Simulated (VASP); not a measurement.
# CaSe (Fm-3m) in VASP: further runs, part 2 of 2

VASP 6.6.1. The steps go on from the part before.

### Step 4. Band structure, PBE

This run uses another cell than the first one, of 25.37 Å³/atom, 0.956 times its volume.

File INCAR:

```
PREC = Accurate
ENCUT = 520
EDIFF = 1E-6
ISMEAR = 0
SIGMA = 0.03
LREAL = False
LASPH = True
NELM = 80
ALGO = Normal
ISIF = 2
LWAVE = False
LCHARG = False
GGA = PE
```

File KPOINTS:

```
regular mesh
0
Gamma
  8 8 8
```

File POSCAR:

```
CaSe                                    
1.0
    0.0000000000      2.9384610340      2.9384610340
    2.9384610340      0.0000000000      2.9384610340
    2.9384610340      2.9384610340      0.0000000000
  Ca              Se            
     1     1
Direct
     0.0000000000000000    0.0000000000000000    0.0000000000000000
     0.5000000000000000    0.5000000000000000    0.5000000000000000
```

File KPOINTS_OPT:

```
explicit points
252
Reciprocal
 0.0000000000  0.0000000000  0.0000000000 1
 0.0357142857  0.0000000000  0.0357142857 1
 0.0714285714  0.0000000000  0.0714285714 1
 0.1071428571  0.0000000000  0.1071428571 1
 0.1428571429  0.0000000000  0.1428571429 1
 0.1785714286  0.0000000000  0.1785714286 1
[... 244 lines left out ...]
 0.4883566600  0.0116433400  0.5000000000 1
 0.5116433400 -0.0116433400  0.5000000000 1
```

The run is started by

```
cat potpaw_PBE.64/Ca_sv/POTCAR potpaw_PBE.64/Se/POTCAR > POTCAR
mpirun -np 1 vasp_std > vasp.out
```

It took 36 s on 1 thread of Intel Xeon Platinum 8559C (Emerald Rapids), shared host; peak memory 0.18 GiB.

It converged, with:

```yaml
Free_energy: -9.4694 eV
Pressure: 2.3 GPa
Band_gap_on_the_k_mesh: 1.98 eV, indirect (least direct gap 2.93 eV)
Band_gap_along_the_path: 1.98 eV, indirect (least direct gap 2.93 eV)
```

Levels at the corners of the path, in eV from the valence-band top:
```csv
point,band 4,band 5,band 6,band 7,band 8,band 9,band 10,band 11,band 12
Γ,-20.69,-11.87,0.00,0.00,0.00,3.45,3.70,3.70,3.70
X,-20.72,-11.27,-2.57,-0.95,-0.95,1.98,5.08,5.14,6.11
X,-20.72,-11.27,-2.57,-0.95,-0.95,1.98,5.08,5.14,6.11
W,-20.73,-11.17,-2.03,-2.03,-1.72,4.42,4.42,5.30,5.81
W,-20.73,-11.17,-2.03,-2.03,-1.72,4.42,4.42,5.30,5.81
K,-20.71,-11.18,-2.30,-2.10,-1.14,3.26,5.75,5.77,5.78
K,-20.71,-11.18,-2.30,-2.10,-1.14,3.26,5.75,5.77,5.78
Γ,-20.69,-11.87,0.00,0.00,0.00,3.45,3.70,3.70,3.70
Γ,-20.69,-11.87,0.00,0.00,0.00,3.45,3.70,3.70,3.70
L,-20.70,-11.13,-3.36,-1.24,-1.24,4.55,5.53,5.56,5.56
L,-20.70,-11.13,-3.36,-1.24,-1.24,4.55,5.53,5.56,5.56
U,-20.71,-11.18,-2.30,-2.10,-1.14,3.26,5.75,5.78,5.79
U,-20.71,-11.18,-2.30,-2.10,-1.14,3.26,5.75,5.77,5.78
W,-20.73,-11.17,-2.03,-2.03,-1.72,4.42,4.42,5.30,5.82
W,-20.73,-11.17,-2.03,-2.03,-1.72,4.42,4.42,5.30,5.81
L,-20.70,-11.13,-3.36,-1.24,-1.24,4.55,5.53,5.56,5.56
L,-20.70,-11.13,-3.36,-1.24,-1.24,4.55,5.53,5.56,5.56
K,-20.71,-11.18,-2.30,-2.10,-1.14,3.26,5.74,5.77,5.78
U,-20.71,-11.18,-2.30,-2.10,-1.14,3.26,5.75,5.77,5.78
X,-20.72,-11.27,-2.57,-0.95,-0.95,1.98,5.08,5.14,6.11
```

### Step 5. Band structure, LDA

This run uses another cell than the first one, of 25.37 Å³/atom, 0.956 times its volume.

Changes to INCAR since step 4:

```diff
@@ -12,2 +12,2 @@
 LCHARG = False
-GGA = PE
+GGA = CA
```

KPOINTS is that of step 4.

POSCAR is that of step 4.

KPOINTS_OPT is that of step 4.

Potentials or basis: VASP PAW LDA potentials, release 64 (Ca_sv, Se).

The run is started by

```
cat potpaw_LDA.64/Ca_sv/POTCAR potpaw_LDA.64/Se/POTCAR > POTCAR
mpirun -np 1 vasp_std > vasp.out
```

OUTCAR:

```text
PREC = Accurate
   ENCUT = 520
   EDIFF = 1E-6
   ISMEAR = 0
   LREAL = False
   LASPH = True
   NELM = 80
   ISIF = 2
   GGA = CA

 ion  position               nearest neighbor table
   1  0.000  0.000  0.000-   2 2.94   2 2.94   2 2.94   2 2.94   2 2.94   2 2.94
   2  0.500  0.500  0.500-   1 2.94   1 2.94   1 2.94   1 2.94   1 2.94   1 2.94

  LATTYP: Found a face centered cubic cell.
 ALAT       =     5.8769220680

  Lattice vectors:

 A1 = (   0.0000000000,   2.9384610340,   2.9384610340)
 A2 = (   2.9384610340,   0.0000000000,   2.9384610340)
 A3 = (   2.9384610340,   2.9384610340,   0.0000000000)

Analysis of symmetry for initial positions (statically):
=====================================================================
 Subroutine PRICEL returns:
 Original cell was already a primitive cell.

 Routine SETGRP: Setting up the symmetry group for a
 face centered cubic supercell.

 Subroutine GETGRP returns: Found 48 space group operations
 (whereof 48 operations were pure point group operations)
 out of a pool of 48 trial point group operations.

The static configuration has the point symmetry O_h .

Analysis of symmetry for dynamics (positions and initial velocities):
=====================================================================
 Subroutine PRICEL returns:
 Original cell was already a primitive cell.

 Routine SETGRP: Setting up the symmetry group for a
 face centered cubic supercell.

 Subroutine GETGRP returns: Found 48 space group operations
 (whereof 48 operations were pure point group operations)
 out of a pool of 48 trial point group operations.

The dynamic configuration has the point symmetry O_h .

 Subroutine INISYM returns: Found 48 space group operations
 (whereof 48 operations are pure point group operations),
 and found     1 'primitive' translations

----------------------------------------------------------------------------------------

                                     Primitive cell

  volume of cell :      50.7446

[... 117 lines left out ...]
   LEPSILON=     F    determine dielectric tensor
   LRPA    =     F    only Hartree local field effects (RPA)
 non-spin polarized calculation
 Gauss-broadening in eV      SIGMA  =   0.03
  energy-cutoff  :      520.00
  volume of cell :       50.74
 maximum number of plane-waves:      1384
   NGX = 15   NGY = 15   NGZ = 15

 number of electron      16.0000000 magnetization

 Free energy of the ion-electron system (eV)
  ---------------------------------------------------
  ext. energy  EPLUGINS =         0.00000000
  ---------------------------------------------------
  free energy    TOTEN  =       -10.57122834 eV

  energy without entropy =      -10.57122834  energy(sigma->0) =      -10.57122834

 E-fermi :   2.6300     XC(G=0):  -9.5786

 val. band max:        2.4883813609   @ k =   0.0000   0.0000   0.0000
 cond. band min:       4.3034031856   @ k =   0.5000   0.5000   0.0000
 fundamental gap:      1.8150218246
 Fermi energy:         2.6300069507

 k-point     1 :       0.0000    0.0000    0.0000
  band No.  band energies     occupation
      1     -36.7323      2.00000
      2     -18.0269      2.00000
      3     -18.0269      2.00000
      4     -18.0269      2.00000
      5      -9.4187      2.00000
      6       2.4884      2.00000
      7       2.4884      2.00000
      8       2.4884      2.00000
      9       5.6992      0.00000
     10       6.0250      0.00000
     11       6.0250      0.00000
     12       6.0250      0.00000
[... 331 lines left out ...]
 k-point    24 :      -0.3750    0.2500    0.1250
  band No.  band energies     occupation
      1     -36.7227      2.00000
      2     -18.1359      2.00000
      3     -18.0651      2.00000
      4     -18.0465      2.00000
      5      -8.6948      2.00000
      6      -0.4575      2.00000
      7       0.7863      2.00000
      8       1.1855      2.00000
      9       6.8393      0.00000
     10       7.1174      0.00000
     11       8.1119      0.00000
     12       8.4286      0.00000

 [... further k-points ...]

------------------------ aborting loop because EDIFF is reached ----------------------------------------

  FORCE on cell =-STRESS in cart. coord.  units (eV):
  Direction    XX          YY          ZZ          XY          YZ          ZX
  --------------------------------------------------------------------------------------
  -------------------------------------------------------------------------------------
  Total       -0.6541520     -0.6541520     -0.6541520      0.0000000      0.0000000      0.0000000
  in kB      -20.6537746    -20.6537746    -20.6537746      0.0000000      0.0000000      0.0000000
  external PRESSURE =     -20.6537746 kB  Pullay stress =       0.0000000 kB

 VOLUME and BASIS-vectors are now :
 -----------------------------------------------------------------------------
  energy-cutoff  :      520.00
  volume of cell :       50.74
      direct lattice vectors                 reciprocal lattice vectors
     0.000000000  2.938461034  2.938461034    -0.170157097  0.170157097  0.170157097
     2.938461034  0.000000000  2.938461034     0.170157097 -0.170157097  0.170157097
     2.938461034  2.938461034  0.000000000     0.170157097  0.170157097 -0.170157097

 POSITION                                       TOTAL-FORCE (eV/Angst)
 -----------------------------------------------------------------------------------
      0.00000      0.00000      0.00000        -0.000000      0.000000     -0.000000
      2.93846      2.93846      2.93846         0.000000     -0.000000      0.000000
 -----------------------------------------------------------------------------------
    total drift:                                0.000000     -0.000000     -0.000000

  FREE ENERGIE OF THE ION-ELECTRON SYSTEM (eV)
  ---------------------------------------------------
  free  energy   TOTEN  =       -10.5712283364 eV

  energy  without entropy=      -10.5712283364  energy(sigma->0) =      -10.57122834
```

OSZICAR:

```text
N       E                     dE             d eps       ncg     rms          rms(c)
DAV:   1     0.105333646861E+03    0.10533E+03   -0.76015E+03   696   0.122E+03
DAV:   2    -0.518747222088E+01   -0.11052E+03   -0.10645E+03   800   0.282E+02
DAV:   3    -0.104654587369E+02   -0.52780E+01   -0.51048E+01   900   0.574E+01
DAV:   4    -0.107632747805E+02   -0.29782E+00   -0.29744E+00  1228   0.119E+01
DAV:   5    -0.107663895594E+02   -0.31148E-02   -0.31145E-02   860   0.119E+00    0.441E+00
DAV:   6    -0.106006342874E+02    0.16576E+00   -0.30576E-01   880   0.293E+00    0.262E+00
DAV:   7    -0.105729835374E+02    0.27651E-01   -0.11684E-01  1040   0.232E+00    0.757E-01
DAV:   8    -0.105712670803E+02    0.17165E-02   -0.12443E-02   856   0.933E-01    0.825E-02
DAV:   9    -0.105711996815E+02    0.67399E-04   -0.79830E-04   876   0.249E-01    0.598E-02
DAV:  10    -0.105712336543E+02   -0.33973E-04   -0.16907E-04  1160   0.120E-01    0.169E-02
[... 64 further cycles ...]
DAV:   7    -0.568289355666E+04   -0.12640E-04      928
DAV:   8    -0.568289355686E+04   -0.19596E-06      660
       N       E                     dE             ncg
DAV:   1     0.345983382899E+04   -0.12826E+05      480
DAV:   2     0.135340842372E+04   -0.21064E+04      556
DAV:   3     0.127097731211E+04   -0.82431E+02      588
DAV:   4     0.126678077210E+04   -0.41965E+01      852
DAV:   5     0.126674016382E+04   -0.40608E-01      564
DAV:   6     0.126673958371E+04   -0.58011E-03      712
DAV:   7     0.126673957822E+04   -0.54874E-05      568
DAV:   8     0.126673957810E+04   -0.11536E-06      468
```

Wall time 31 s (1 thread of Intel Xeon Platinum 8559C (Emerald Rapids), shared host); peak memory 0.18 GiB.

Results:

| Quantity | Value |
| --- | --- |
| Free energy | -10.5712 eV |
| Pressure | -2.1 GPa |
| Band gap on the k mesh | 1.81 eV, indirect (least direct gap 2.78 eV) |
| Band gap along the path | 1.81 eV, indirect (least direct gap 2.78 eV) |

Levels at the corners of the path, in eV from the valence-band top:
```csv
point,band 6,band 7,band 8,band 9,band 10,band 11
Γ,0.00,0.00,0.00,3.21,3.54,3.54
X,-2.59,-0.96,-0.96,1.81,4.93,4.96
X,-2.59,-0.96,-0.96,1.81,4.93,4.96
W,-2.05,-2.05,-1.76,4.27,4.27,5.15
W,-2.05,-2.05,-1.76,4.27,4.27,5.15
K,-2.33,-2.14,-1.16,3.11,5.61,5.63
K,-2.33,-2.14,-1.16,3.11,5.61,5.62
Γ,0.00,0.00,0.00,3.21,3.54,3.54
Γ,0.00,0.00,0.00,3.21,3.54,3.54
L,-3.42,-1.27,-1.27,4.40,5.37,5.40
L,-3.42,-1.27,-1.27,4.40,5.37,5.40
U,-2.33,-2.14,-1.16,3.11,5.61,5.63
U,-2.33,-2.14,-1.16,3.11,5.61,5.62
W,-2.05,-2.05,-1.76,4.27,4.27,5.15
W,-2.05,-2.05,-1.76,4.27,4.27,5.15
L,-3.42,-1.27,-1.27,4.40,5.37,5.40
L,-3.42,-1.27,-1.27,4.40,5.37,5.40
K,-2.33,-2.14,-1.16,3.11,5.61,5.62
U,-2.33,-2.14,-1.16,3.11,5.61,5.62
X,-2.59,-0.96,-0.96,1.81,4.93,4.96
```

### Step 6. Band structure, r2SCAN

This run uses another cell than the first one, of 25.37 Å³/atom, 0.956 times its volume.

Changes to INCAR since step 5:

```diff
@@ -12,2 +12,3 @@
 LCHARG = False
-GGA = CA
+METAGGA = R2SCAN
+LMIXTAU = True
```

KPOINTS is that of step 5.

POSCAR is that of step 5.

KPOINTS_OPT is that of step 5.

Potentials or basis: VASP PAW PBE potentials, release 64 (Ca_sv, Se).

The run is started by

```
cat potpaw_PBE.64/Ca_sv/POTCAR potpaw_PBE.64/Se/POTCAR > POTCAR
mpirun -np 1 vasp_std > vasp.out
```

Wall time 2 min (1 thread of Intel Xeon Platinum 8559C (Emerald Rapids), shared host); peak memory 0.19 GiB.

Results (log left out):

* Free energy: -25.9689 eV
* Pressure: 1.9 GPa
* Band gap on the k mesh: 2.45 eV, indirect (least direct gap 3.41 eV)
* Band gap along the path: 2.44 eV, indirect (least direct gap 3.41 eV)

Levels at the corners of the path, in eV from the valence-band top:
| point | band 5 | band 6 | band 7 | band 8 | band 9 | band 10 | band 11 | band 12 |
| --- | --- | --- | --- | --- | --- | --- | --- | --- |
| Γ | -12.27 | 0.00 | 0.00 | 0.00 | 4.22 | 4.22 | 4.22 | 4.26 |
| X | -11.64 | -2.60 | -0.97 | -0.97 | 2.44 | 5.65 | 5.90 | 6.72 |
| X | -11.64 | -2.60 | -0.97 | -0.97 | 2.44 | 5.65 | 5.90 | 6.73 |
| W | -11.54 | -2.03 | -2.03 | -1.71 | 4.96 | 4.96 | 5.95 | 6.45 |
| W | -11.54 | -2.03 | -2.03 | -1.71 | 4.96 | 4.96 | 5.95 | 6.45 |
| K | -11.55 | -2.32 | -2.09 | -1.15 | 3.77 | 6.38 | 6.39 | 6.41 |
| K | -11.55 | -2.32 | -2.09 | -1.15 | 3.77 | 6.38 | 6.39 | 6.40 |
| Γ | -12.27 | 0.00 | 0.00 | 0.00 | 4.22 | 4.22 | 4.22 | 4.25 |
| Γ | -12.27 | 0.00 | 0.00 | 0.00 | 4.22 | 4.22 | 4.22 | 4.25 |
| L | -11.50 | -3.35 | -1.23 | -1.23 | 5.16 | 6.15 | 6.17 | 6.17 |
| L | -11.50 | -3.35 | -1.23 | -1.23 | 5.16 | 6.15 | 6.17 | 6.17 |
| U | -11.55 | -2.32 | -2.09 | -1.15 | 3.77 | 6.38 | 6.39 | 6.45 |
| U | -11.55 | -2.32 | -2.09 | -1.15 | 3.77 | 6.38 | 6.39 | 6.40 |
| W | -11.54 | -2.03 | -2.03 | -1.71 | 4.96 | 4.96 | 5.95 | 6.46 |
| W | -11.54 | -2.03 | -2.03 | -1.71 | 4.96 | 4.96 | 5.95 | 6.45 |
| L | -11.50 | -3.35 | -1.23 | -1.23 | 5.16 | 6.15 | 6.17 | 6.17 |
| L | -11.50 | -3.35 | -1.23 | -1.23 | 5.16 | 6.15 | 6.17 | 6.17 |
| K | -11.55 | -2.32 | -2.09 | -1.15 | 3.77 | 6.38 | 6.39 | 6.40 |
| U | -11.55 | -2.32 | -2.09 | -1.15 | 3.77 | 6.38 | 6.39 | 6.41 |
| X | -11.64 | -2.60 | -0.97 | -0.97 | 2.44 | 5.65 | 5.90 | 6.72 |

Caveat: the PAW data sets were made with another functional, which shifts forces and pressure a little.

### Step 7. The runs side by side

| task | level | potentials or basis | cell | k mesh | cutoff (eV) | by perturbation theory | monkhorst-Pack mesh | gap on the mesh (eV) | pressure (GPa) |
| --- | --- | --- | --- | --- | --- | --- | --- | --- | --- |
| phonons | PBE | VASP PAW PBE potentials, release 64 (Ca_sv, Se) | Fm-3m, 26.54 Å³/atom | 8 × 8 × 8 | 600 | no | - | - | - |
| dielectric tensor | PBE | VASP PAW PBE potentials, release 64 (Ca_sv, Se) | Fm-3m, 26.54 Å³/atom | 14 × 14 × 14 | 600 | - | yes | - | - |
| band structure | PBE | VASP PAW PBE potentials, release 64 (Ca_sv, Se) | Fm-3m, 25.37 Å³/atom | 8 × 8 × 8 | 520 | - | - | 1.98 | 2.3 |
| band structure | LDA | VASP PAW LDA potentials, release 64 (Ca_sv, Se) | Fm-3m, 25.37 Å³/atom | 8 × 8 × 8 | 520 | - | - | 1.81 | -2.1 |
| band structure | r2SCAN | VASP PAW PBE potentials, release 64 (Ca_sv, Se) | Fm-3m, 25.37 Å³/atom | 8 × 8 × 8 | 520 | - | - | 2.45 | 1.9 |

Alike in all rows: no spin polarisation; smearing gaussian 0.03 eV.

Caveats: the PAW data sets were made with another functional, which shifts forces and pressure a little (some runs).

Absolute energies hang on the potentials; compare differences alone.

### Step 8. Comparison with measurements

Step 4. A measured gap of CaSe is 3.85 eV (indirect; 2 K; a printed reference work, monograph, original work of 1988); the calculated 1.98 eV misses it by -1.87 eV. Spin-orbit coupling on Se is left out. The value is that of PBE, without temperature or zero-point motion. Semilocal functionals fall short of measured gaps as a rule.

Step 5. Against the measured gap of CaSe, 3.85 eV (indirect; 2 K; a printed reference work, monograph, original work of 1988), the calculated 1.81 eV is off by -2.04 eV. So large a miss can be the level of theory's own, or it may mean another phase, state or a wrong row. Spin-orbit coupling on Se is left out. The value is that of LDA, without temperature or zero-point motion. Semilocal functionals fall short of measured gaps as a rule.

Step 6. Against the measured gap of CaSe, 3.85 eV (indirect; 2 K; a printed reference work, monograph, original work of 1988), the calculated 2.44 eV is off by -1.41 eV. Spin-orbit coupling on Se is left out. The value is that of r2SCAN, without temperature or zero-point motion.
